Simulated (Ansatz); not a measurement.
A (001) slab of relaxed bulk Al (Fm-3m, 16.19 Å³/atom, gap on the mesh 0.00 eV), 3 planes in a 3×3 cell with the lowest 1 held; added atoms sit on lattice sites of the next plane. A dipole correction is on. The surface energy is the mean of the held and the free face; step energies are per length and the mean of the stripe's two steps, which run along the shortest translation of the plane; step and island energies count from the flat slab and bulk atoms.

The calculation used DFT PBEsol, scalar-relativistic, plane waves, PAW (Ansatz 0.2.0).

Cutoff 420 eV; k points 4×4×1 on the computed 27-atom cell (Γ-centred); Gaussian smearing, width 0.10 eV; no spin polarisation.

Start (flat slab):

```
CELL_PARAMETERS angstrom
8.51835 0.00000 0.00000
0.00000 8.51835 0.00000
0.00000 0.00000 18.02338
ATOMIC_POSITIONS crystal
Al 0.00000 0.00000 0.08323
Al 0.16667 0.16667 0.19462
Al 0.00000 0.33333 0.08323
Al 0.16667 0.50000 0.19462
Al 0.00000 0.66667 0.08323
Al 0.16667 0.83333 0.19462
Al 0.33333 0.00000 0.08323
Al 0.50000 0.16667 0.19462
Al 0.33333 0.33333 0.08323
Al 0.50000 0.50000 0.19462
Al 0.33333 0.66667 0.08323
Al 0.50000 0.83333 0.19462
Al 0.66667 0.00000 0.08323
Al 0.83333 0.16667 0.19462
Al 0.66667 0.33333 0.08323
Al 0.83333 0.50000 0.19462
Al 0.66667 0.66667 0.08323
Al 0.83333 0.83333 0.19462
Al 0.00000 0.00000 0.30602
Al 0.00000 0.33333 0.30602
Al 0.00000 0.66667 0.30602
Al 0.33333 0.00000 0.30602
Al 0.33333 0.33333 0.30602
Al 0.33333 0.66667 0.30602
Al 0.66667 0.00000 0.30602
Al 0.66667 0.33333 0.30602
Al 0.66667 0.66667 0.30602
```

Q: Relax it.

A: The free energy falls by 0 meV/atom.

```
surface energy (J/m²) : 1.13
gap on the mesh (eV)  : 0
```

Relaxed structure:
```
Al
1.0
     8.51835    0.00000    0.00000
     0.00000    8.51835    0.00000
     0.00000    0.00000   18.02338
Al
27
Direct
  0.00000 0.00000 0.08323
  0.16667 0.16667 0.19462
  0.00000 0.33333 0.08323
  0.16667 0.50000 0.19462
  0.00000 0.66667 0.08323
  0.16667 0.83333 0.19462
  0.33333 0.00000 0.08323
  0.50000 0.16667 0.19462
  0.33333 0.33333 0.08323
  0.50000 0.50000 0.19462
  0.33333 0.66667 0.08323
  0.50000 0.83333 0.19462
  0.66667 0.00000 0.08323
  0.83333 0.16667 0.19462
  0.66667 0.33333 0.08323
  0.83333 0.50000 0.19462
  0.66667 0.66667 0.08323
  0.83333 0.83333 0.19462
  0.00000 0.00000 0.30602
  0.00000 0.33333 0.30602
  0.00000 0.66667 0.30602
  0.33333 0.00000 0.30602
  0.33333 0.33333 0.30602
  0.33333 0.66667 0.30602
  0.66667 0.00000 0.30602
  0.66667 0.33333 0.30602
  0.66667 0.66667 0.30602
```

It took 19 s on 4 threads of Intel(R) Xeon(R) Platinum 8488C (Sapphire Rapids), on a shared host, peak memory 2 GiB.